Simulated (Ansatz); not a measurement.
**CdO (Monteponite) under changes of volume**

One of the cells (12.970 Å³/atom); the others are scaled copies at fixed shape and fractional positions:

```
CELL_PARAMETERS angstrom
0.00000 2.34950 2.34950
2.34950 0.00000 2.34950
2.34950 2.34950 0.00000
ATOMIC_POSITIONS crystal
Cd 0.00000 0.00000 0.00000
O 0.50000 0.50000 0.50000
```

```yaml
Program: Ansatz 0.2.0
Functional: LC-wPBE
Potentials_or_basis: Ansatz PAW
Cutoff: "420 eV (not typed: the program's choice for these potentials)"
k_mesh: 5 × 5 × 5
Occupations: fermi-dirac, width 0.05 eV
Spin: no spin polarisation
```

```csv
volume (Å³/atom),energy over the lowest point (meV/atom),pressure (GPa),gap on the mesh (eV)
12.191,12.97,7.9,6.40
12.451,3.20,3.9,6.31
12.710,0.00,0.4,6.22
12.970,1.99,-2.8,6.13
13.229,?,?,?
13.488,20.02,-8.2,5.97
13.748,35.29,-10.4,5.89
```

Problem. What does the run at 13.229 Å³/atom give?

Solution. Energy over the lowest point 8.85 meV/atom; pressure -5.6 GPa; gap on the mesh 6.05 eV.

Worked out: A Birch-Murnaghan fit of order 3 (a polynomial in V^(-2/3)) to the other rows has its minimum at 12.74 Å³/atom with B0 = V·E''(V) = 164 GPa and B' = 4.7. It gives 8.86 meV/atom at 13.229 Å³/atom, against the run's 8.85, and -dE/dV = -5.7 GPa, against -5.6. A straight line through the other rows of the gap, of slope -4.24 eV per unit of ln V, gives 6.05 eV, against the run's 6.05.

Energies are extrapolated to zero smearing.

Caveats: all runs use coarse meshes; odd divisions of the mesh miss points on the zone boundary, where band edges often lie, so the gap on the mesh can be too wide; the PAW data sets come from PBE, with cores solved anew for the run's functional, which leaves a small shift of forces and pressure; the thresholds are loose for stress.

A mesh can miss the band edges. Spin-orbit coupling on Cd is left out.
